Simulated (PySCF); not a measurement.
Molecule: `c1cn[nH]c1`, C$_{3}$H$_{4}$N$_{2}$.

Atoms are numbered as in `[cH:1]1[cH:2][n:3][nH:4][cH:5]1`. Each H is labelled by its parent atom.

Spin–spin couplings on one PBE0-D3(BJ)/def2-SVP geometry, PySCF, gas phase, non-relativistic, equivalent pairs averaged; isotopes ¹³C, ¹H, ¹⁵N; functional B3LYP.

**Question.** How do the couplings (Hz) change with the basis set? Times are CPU seconds on shared hosts with different chips, so compare them loosely. Far from the basis limit: 6-31G-J, pcJ-0, 6-31G*, def2-TZVP, cc-pVTZ.

**Answer.** 
```tsv
basis set	functions	¹J(C2,H(C2))	¹J(C5,H(C5))	¹J(C1,H(C1))	¹J(N4,H(N4))	¹J(C1,C5)	¹J(C1,C2)	¹J(N3,N4)	core-s
6-31G-J	76	205.4	203.1	194.7	-116.6	75.1	56.6	-18.6	7.7
pcJ-0	77	177.9	179.4	172.7	-94.9	63.1	44.3	-17.7	7.6
6-31G*	78	184.7	182.1	173.0	-98.4	88.3	73.2	-8.0	4.9
pcJ-1	175	196.5	195.1	186.8	-110.8	75.2	58.1	-13.2	17
def2-TZVP	179	186.5	184.9	177.2	-103.7	74.1	56.8	-15.2	25
cc-pVTZ	206	176.6	174.2	168.7	-98.9	79.6	60.1	-13.0	17
aug-cc-pVTZ-J	310	200.0	198.6	189.9	-113.0	72.1	55.6	-14.2	59
```

The Fermi-contact term samples the wavefunction at the nucleus, which is why sets with added tight s functions (names with J) are made for couplings.
